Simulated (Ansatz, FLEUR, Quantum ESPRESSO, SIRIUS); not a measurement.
KBr: programs and potentials compared

```
Br K
1.0
     0.00000    3.30000    3.30000
     3.30000    0.00000    3.30000
     3.30000    3.30000    0.00000
Br K
1 1
Direct
  0.50000 0.50000 0.50000
  0.00000 0.00000 0.00000
```

Alike in all runs: task equation of state; functional PBEsol; k mesh 7 × 7 × 7; occupations fermi-dirac, width 0.05 eV; no spin polarisation; no spin-orbit coupling.

```csv
program and potentials,plane-wave cutoff (eV),notes,equilibrium volume (Å³/atom),bulk modulus (GPa)
"Ansatz, PseudoDojo PBEsol stringent",1034,-,35.10,15.4
"FLEUR, all-electron, FLAPW",-,-,35.13,15.4
"SIRIUS, all-electron FP-LAPW, apw+lo standard",-,-,35.12,15.2
"Quantum ESPRESSO, PseudoDojo 0.4.1 SR PBEsol standard",1007,-,35.11,15.4
```

The equilibrium volume spans 35.10 (Ansatz, PseudoDojo PBEsol stringent) to 35.13 Å³/atom (FLEUR, all-electron, FLAPW), with all-electron results at 35.12 to 35.13. The bulk modulus spans 15.2 (SIRIUS, all-electron FP-LAPW, apw+lo standard) to 15.4 GPa (FLEUR, all-electron, FLAPW), with all-electron results at 15.2 to 15.4.

Differences between rows come from potentials, basis sets and numerical settings, since the functional is the same but for its coding. Runs on potential files found faulty are left out.
